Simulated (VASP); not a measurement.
# BN (Fm-3m) in VASP: single point with HSE06

Aim: the single point of BN with HSE06.

Program: VASP 6.6.1. These are calculated values, not measurements. Logs are shortened: lines on timing, memory, paths and dates and some standing lists are left out, and cuts for length are marked.

### 1 The crystal as given

It takes space group Fm-3m (No. 225, cubic). Conventional cell: a = 3.492 Å, b = 3.492 Å, c = 3.492 Å, α = 90.00°, β = 90.00°, γ = 90.00°. Around B (site symmetry m-3m) lie 6 N at 1.75 Å. Around N (site symmetry m-3m) lie 6 B at 1.75 Å.

The cell was built by a generator and needn't be a form met in nature.

### 2 Single point, HSE06

POSCAR

```
BN
1.0
    0.0000000000      1.7458259350      1.7458259350
    1.7458259350      0.0000000000      1.7458259350
    1.7458259350      1.7458259350      0.0000000000
B N
1 1
Direct
    0.0000000000      0.0000000000      0.0000000000
    0.5000000000      0.5000000000      0.5000000000
```

INCAR.step1

```
SYSTEM = BN
PREC     = Accurate       ! precision mode
ENCUT    = 520            ! plane-wave cutoff, eV
EDIFF    = 1E-5           ! SCF threshold, eV
ISMEAR   = 0              ! smearing method
SIGMA    = 0.01           ! smearing width, eV
LREAL    = .False.        ! projectors in reciprocal space
LASPH    = .True.         ! aspherical terms in the spheres
NELM     = 100            ! most SCF steps
ALGO     = Normal         ! electronic algorithm
ISIF     = 2              ! what is computed and relaxed
LWAVE    = .True.         ! write WAVECAR
LCHARG   = .False.        ! write CHGCAR
NBANDS   = 11             ! bands
GGA      = PE             ! functional
```

INCAR.step2

```
SYSTEM = BN
PREC     = Accurate       ! precision mode
ENCUT    = 520            ! plane-wave cutoff, eV
EDIFF    = 1E-6           ! SCF threshold, eV
ISMEAR   = 0              ! smearing method
SIGMA    = 0.01           ! smearing width, eV
LREAL    = .False.        ! projectors in reciprocal space
LASPH    = .True.         ! aspherical terms in the spheres
NELM     = 100            ! most SCF steps
ALGO     = Normal         ! electronic algorithm
ISIF     = 2              ! what is computed and relaxed
LWAVE    = .False.        ! write WAVECAR
LCHARG   = .False.        ! write CHGCAR
GGA      = PE             ! functional
LHFCALC  = .True.         ! exact exchange
HFSCREEN = 0.2079         ! screening, 1/A
PRECFOCK = Normal       
NBANDS   = 11             ! bands
ISTART   = 1
```

KPOINTS

```
regular mesh
0
Gamma
  8 8 8
  0 0 0
```

Potentials or basis: VASP PAW PBE potentials, release 64 (B, N).

Command:

```sh
cat potpaw_PBE.64/B/POTCAR potpaw_PBE.64/N/POTCAR > POTCAR
cp INCAR.step1 INCAR
mpirun -np 1 vasp_std > vasp.out
cp INCAR.step2 INCAR
mpirun -np 1 vasp_std > vasp.out
```

OUTCAR:

```text
SYSTEM = BN
   PREC = Accurate
   ENCUT = 520
   EDIFF = 1E-6
   ISMEAR = 0
   LREAL = .False.
   LASPH = .True.
   NELM = 100
   ISIF = 2
   GGA = PE
   LHFCALC = .True.
   HFSCREEN = 0.2079
   PRECFOCK = Normal
   ISTART = 1

 ion  position               nearest neighbor table
   1  0.000  0.000  0.000-   2 1.75   2 1.75   2 1.75   2 1.75   2 1.75   2 1.75
   2  0.500  0.500  0.500-   1 1.75   1 1.75   1 1.75   1 1.75   1 1.75   1 1.75

  LATTYP: Found a face centered cubic cell.
 ALAT       =     3.4916518700

  Lattice vectors:

 A1 = (   0.0000000000,   1.7458259350,   1.7458259350)
 A2 = (   1.7458259350,   0.0000000000,   1.7458259350)
 A3 = (   1.7458259350,   1.7458259350,   0.0000000000)

Analysis of symmetry for initial positions (statically):
=====================================================================
 Subroutine PRICEL returns:
 Original cell was already a primitive cell.

 Routine SETGRP: Setting up the symmetry group for a
 face centered cubic supercell.

 Subroutine GETGRP returns: Found 48 space group operations
 (whereof 48 operations were pure point group operations)
 out of a pool of 48 trial point group operations.

The static configuration has the point symmetry O_h .

Analysis of symmetry for dynamics (positions and initial velocities):
=====================================================================
 Subroutine PRICEL returns:
 Original cell was already a primitive cell.

 Routine SETGRP: Setting up the symmetry group for a
 face centered cubic supercell.

 Subroutine GETGRP returns: Found 48 space group operations
 (whereof 48 operations were pure point group operations)
 out of a pool of 48 trial point group operations.

The dynamic configuration has the point symmetry O_h .

 Subroutine INISYM returns: Found 48 space group operations
 (whereof 48 operations are pure point group operations),
 and found     1 'primitive' translations

----------------------------------------------------------------------------------------

                                     Primitive cell

  volume of cell :      10.6422

  direct lattice vectors                    reciprocal lattice vectors
     0.000000000  1.745825935  1.745825935    -0.286397395  0.286397395  0.286397395
     1.745825935  0.000000000  1.745825935     0.286397395 -0.286397395  0.286397395
     1.745825935  1.745825935  0.000000000     0.286397395  0.286397395 -0.286397395

  length of vectors
[... 94 lines left out ...]
   NUPDOWN=      -1.0000    fix difference up-down
   EMIN   =  10.00;   EMAX   =-10.00  energy-range for DOS
   EFERMI =   0.00;   METHOD = LEGACY
   ISMEAR =     0;   SIGMA  =   0.01  broadening in eV -4-tet -1-fermi 0-gaus
   EFERMI_NEDOS =   21; number of points for ismear=-14 and -15
   IALGO  =     38    algorithm
   IMIX   =      1    mixing-type and parameters
     AMIX     =   0.40;   BMIX     =  1.00
     AMIX_MAG =   1.60;   BMIX_MAG =  1.00
  volume/ion in A,a.u.               =       5.32        35.91
  Fermi-wavevector in a.u.,A,eV,Ry     =   1.488540  2.812933 30.147133  2.215752
  Thomas-Fermi vector in A             =   2.601562
   LORBIT       =      0    0 simple, 1 ext, 2 COOP (PROOUT), +10 PAW based schemes
   GGA     = PE    functional components
   LHFCALC =     T    Hartree Fock is set to
   PRECFOCK=normal    Normal, Fast or Accurate (Low or Medium for compatibility)
   ENCUT4O =  -1.0   cutoff for four orbital integrals eV
   NKREDX  =     1    reduce k-point grid by
   NKREDY  =     1    reduce k-point grid by
   NKREDZ  =     1    reduce k-point grid by
   AEXX    =    0.2500 exact exchange contribution
   HFSCREEN=    0.2079 screening length (either q_TF or 0.3 A-1)
   HFSCREENC=   0.2079 screening length for correlation (either q_TF or 0.3 A-1)
   ENCUTFOCK=  -1.0 apply spherical cutoff to Coloumb kernel
   IVDW    =     0    specifies the selected vdW correction
   LEPSILON=     F    determine dielectric tensor
   LRPA    =     F    only Hartree local field effects (RPA)
 non-spin polarized calculation
 Gauss-broadening in eV      SIGMA  =   0.01
  energy-cutoff  :      520.00
  volume of cell :       10.64
 maximum number of plane-waves:       302
  NGX = 14; NGY = 14; NGZ = 14

 number of electron       7.9999998 magnetization

 Free energy of the ion-electron system (eV)
  ---------------------------------------------------
  ext. energy  EPLUGINS =         0.00000000
  ---------------------------------------------------
  free energy    TOTEN  =       -16.58303832 eV

  energy without entropy =      -16.58303832  energy(sigma->0) =      -16.58303832

 E-fermi :   9.9168     XC(G=0): -11.1959

 val. band max:        9.6963950644   @ k =  -0.2500   0.1250   0.0000
 cond. band min:      12.0151087072   @ k =   0.5000   0.5000   0.0000
 fundamental gap:      2.3187136428
 Fermi energy:         9.9168105786

 k-point     1 :       0.0000    0.0000    0.0000
  band No.  band energies     occupation
      1     -14.8534      2.00000
      2       8.7787      2.00000
      3       8.7787      2.00000
      4       8.7787      2.00000
      5      20.6963      0.00000
      6      23.9140      0.00000
      7      23.9140      0.00000
      8      23.9140      0.00000
      9      29.8538      0.00000
     10      29.8538      0.00000
     11      29.8538      0.00000
[... 309 lines left out ...]
 k-point    24 :      -0.3750    0.2500    0.1250
  band No.  band energies     occupation
      1      -8.0950      2.00000
      2      -2.8747      2.00000
      3       3.7739      2.00000
      4       6.0057      2.00000
      5      17.2859      0.00000
      6      17.9649      0.00000
      7      23.2159      0.00000
      8      26.7757      0.00000
      9      32.5566      0.00000
     10      34.4324      0.00000
     11      44.5231      0.00000

 [... further k-points ...]
[... 5 lines left out ...]
  --------------------------------------------------------------------------------------
  -------------------------------------------------------------------------------------
  Total       -0.5412996     -0.5412996     -0.5412996      0.0000000     -0.0000000      0.0000000
  in kB      -81.4920956    -81.4920956    -81.4920956      0.0000000     -0.0000000      0.0000000
  external PRESSURE =     -81.4920956 kB  Pullay stress =       0.0000000 kB

 VOLUME and BASIS-vectors are now :
 -----------------------------------------------------------------------------
  energy-cutoff  :      520.00
  volume of cell :       10.64
      direct lattice vectors                 reciprocal lattice vectors
     0.000000000  1.745825935  1.745825935    -0.286397395  0.286397395  0.286397395
     1.745825935  0.000000000  1.745825935     0.286397395 -0.286397395  0.286397395
     1.745825935  1.745825935  0.000000000     0.286397395  0.286397395 -0.286397395

 POSITION                                       TOTAL-FORCE (eV/Angst)
 -----------------------------------------------------------------------------------
      0.00000      0.00000      0.00000         0.000000     -0.000000      0.000000
      1.74583      1.74583      1.74583        -0.000000      0.000000     -0.000000
 -----------------------------------------------------------------------------------
    total drift:                               -0.000001     -0.000001     -0.000001

  FREE ENERGIE OF THE ION-ELECTRON SYSTEM (eV)
  ---------------------------------------------------
  free  energy   TOTEN  =       -16.5830383205 eV

  energy  without entropy=      -16.5830383205  energy(sigma->0) =      -16.58303832
```

OSZICAR.step1:

```text
N       E                     dE             d eps       ncg     rms          rms(c)
DAV:   1     0.121679858208E+02    0.12168E+02   -0.52986E+03   678   0.754E+02
DAV:   2    -0.142502171063E+02   -0.26418E+02   -0.24710E+02   738   0.157E+02
DAV:   3    -0.147670022281E+02   -0.51679E+00   -0.51532E+00   776   0.186E+01
DAV:   4    -0.147675631889E+02   -0.56096E-03   -0.56095E-03   695   0.624E-01
DAV:   5    -0.147675634396E+02   -0.25075E-06   -0.25075E-06   743   0.144E-02    0.631E+00
DAV:   6    -0.139306110296E+02    0.83695E+00   -0.41995E+00   686   0.106E+01    0.239E+00
DAV:   7    -0.139371384111E+02   -0.65274E-02   -0.77628E-02   689   0.237E+00    0.157E+00
DAV:   8    -0.139414936033E+02   -0.43552E-02   -0.69341E-03   671   0.631E-01    0.293E-01
DAV:   9    -0.139412677229E+02    0.22588E-03   -0.10063E-03   694   0.169E-01    0.811E-02
DAV:  10    -0.139412755647E+02   -0.78419E-05   -0.36323E-05   689   0.465E-02
   1 F= -.13941276E+02 E0= -.13941276E+02  d E =-.217119E-20
```

Run time: 3.6 min. Hardware: 1 thread of Intel Xeon 6975P-C (Granite Rapids), shared host; peak memory 0.22 GiB.

Results:

| Quantity | Value |
| --- | --- |
| Free energy | -16.5830 eV |
| Pressure | -8.1 GPa |
| Band gap on the k mesh | 2.32 eV, indirect (least direct gap 7.24 eV) |

Caveat: the PAW data sets were made with another functional, which shifts forces and pressure a little.
